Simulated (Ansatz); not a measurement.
**HfN: response to strain**

Aim: deform HfN (zz strain of +2 %) and compute stress, forces and field gradients with LAPW, PAW and all-electron datasets made for the crystal.

Program: Ansatz 0.2.0. Level of theory: DFT PBEsol, scalar-relativistic. These are calculated values, not measurements.

### Step 1. Starting point

Symmetry: Fm-3m, No. 225, cubic system. Conventional cell: a = 4.518 Å, b = 4.518 Å, c = 4.518 Å, α = 90.00°, β = 90.00°, γ = 90.00°. Hf (site symmetry m-3m) has 6 N at 2.26 Å as nearest neighbours. N (site symmetry m-3m) has 6 Hf at 2.26 Å as nearest neighbours.

As a file:

```
Hf N
1.0
     0.00000    2.25900    2.25900
     2.25900    0.00000    2.25900
     2.25900    2.25900    0.00000
Hf N
1 1
Cartesian
  0.0000 0.0000 0.0000
  2.2590 2.2590 2.2590
```

Atoms are numbered in the order of the input: Hf1, N2.

### Step 2. The deformed structure

Space group Fm-3m before, I4/mmm after.

### Step 3. Full-potential LAPW

File input.yaml:

```yaml
crystal:
  lattice:
    - [0.0, 2.259, 2.30418]
    - [2.259, 0.0, 2.30418]
    - [2.259, 2.259, 0.0]
  atoms:
    - { symbol: Hf, position: [0.0, 0.0, 0.0] }
    - { symbol: "N", position: [0.5, 0.5, 0.5] }
kpoints:
  mp_grid: { grid: [10, 10, 10] }
  band_path:
    path:
      - [0.0, 0.0, 0.0]
      - [0.0, 0.5, 0.5]
      - [0.25, 0.75, 0.5]
      - [0.0, 0.5, 0.0]
      - [0.0, 0.0, 0.0]
      - [0.5, 0.5, 0.0]
      - [0.3701460977, 0.6298539023, 0.0]
      - [-0.3701460977, 0.3701460977, 0.0]
      - [0.0, 0.0, 0.0]
    npoints: 5
scf:
  occupations: { method: fermi_dirac, width: 0.01 }
hamiltonian:
  xc: pbesol
  pseudopotentials: { kind: all_electron, lapw: { basis_error: 0.0005 } }
output:
  forces: true
  stress: true
  eigenvalues: true
```

Launch:

```console
$ ansatz run input.yaml --threads 1 --pin off --max-ram 3072MiB --backend cpu --events-out ev --progress --plain --runs-dir out
```

### Step 4. Frozen-core PAW

File input.yaml:

```yaml
crystal:
  lattice:
    - [0.0, 2.259, 2.30418]
    - [2.259, 0.0, 2.30418]
    - [2.259, 2.259, 0.0]
  atoms:
    - { symbol: Hf, position: [0.0, 0.0, 0.0] }
    - { symbol: "N", position: [0.5, 0.5, 0.5] }
kpoints:
  mp_grid: { grid: [10, 10, 10] }
scf:
  occupations: { method: fermi_dirac, width: 0.01 }
hamiltonian:
  xc: pbesol
  pseudopotentials: { kind: paw }
output:
  forces: true
  stress: true
  eigenvalues: true
  efg: { contact_densities: true }
  write_density: true
  write_potential: true
  elf: true
  volumetric_format: npy
```

### Step 5. Datasets made for this crystal

Changes to input.yaml since step 4:

```diff
@@ -14,3 +14,3 @@
   xc: pbesol
-  pseudopotentials: { kind: paw }
+  pseudopotentials: { kind: all_electron, datasets: crystal }
 output:
@@ -20,5 +20 @@
   efg: { contact_densities: true }
-  write_density: true
-  write_potential: true
-  elf: true
-  volumetric_format: npy
```

(Steps that only read results are left out.)

Q: Predict the outcome of this session. Wanted: pressure; largest shear or deviatoric stress.

As calculated:

```
                                 quantity                                              value
                                 pressure  LAPW -7.91, PAW -7.96, crystal datasets -7.91 GPa
largest shear or deviatoric stress (LAPW)                                           4.75 GPa
```

In words: The largest part of the stress beyond the pressure is 4.75 GPa in size, in the zz component; the atoms are carried along and not relaxed. No run of the undeformed cell stands beside it, so the pressure holds what the given cell had before the change. PAW: stress within 0.06 GPa of LAPW. Crystal datasets: stress within 0.01 GPa of LAPW. Spin-orbit coupling is left out, though the cell holds Hf; in elements this heavy it can shift bands and gaps by tenths of an eV. HfN has an odd count of electrons, so a run without spin can force a false metal and spoil its energy.
